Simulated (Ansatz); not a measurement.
**What a change of settings does to a run on W**

The structure is an experimental refinement, used without relaxation. It was measured hot, at 2171 K.

First run: DFT, PBE, all-electron LAPW, Dirac equation with spin-orbit coupling (Ansatz 0.2.0).

Command: `ansatz run input.yaml --threads 1 --pin off --max-ram 2048MiB --backend cpu --events-out ev --progress --plain --runs-dir out` The run took 2.8 min on 1 thread of Arm Neoverse V1, on a shared host, peak memory 0.6 GiB.

```yaml
crystal:
  lattice:
    - [-1.5973, 1.5973, 1.5973]
    - [1.5973, -1.5973, 1.5973]
    - [1.5973, 1.5973, -1.5973]
  atoms:
    - { symbol: W, position: [0.0, 0.0, 0.0] }
kpoints:
  mp_grid: { grid: [14, 14, 14] }
  band_path:
    path:
      - [0.0, 0.0, 0.0]
      - [0.5, -0.5, 0.5]
      - [0.0, 0.0, 0.5]
      - [0.0, 0.0, 0.0]
      - [0.25, 0.25, 0.25]
      - [0.5, -0.5, 0.5]
      - [0.25, 0.25, 0.25]
      - [0.0, 0.0, 0.5]
    npoints: 5
scf:
  occupations: { method: fermi_dirac, width: 0.03 }
hamiltonian:
  xc: pbe
  pseudopotentials: { kind: all_electron, lapw: { basis_error: 0.001 } }
output:
  forces: true
  stress: true
  eigenvalues: true
magnetization:
  noncollinear: true
  spin_orbit: true
```

Result: converged; pressure -2.19 GPa; no gap on the k mesh; 8 SCF iterations.

The input is then changed:

```diff
@@ -21,7 +21,9 @@
 scf:
   occupations: { method: fermi_dirac, width: 0.03 }
+  mixing: { algorithm: broyden, beta: 0.2 }
 hamiltonian:
   xc: pbe
   pseudopotentials: { kind: all_electron, lapw: { basis_error: 0.001 } }
+  hubbard: { sites: [{ species: W, l: d, u_eff: 3.0 }], double_counting: fll }
 output:
   forces: true
```

Predict the outcome of the changed run.

It converged; pressure 2.08 GPa; no gap on the k mesh; 13 SCF iterations.
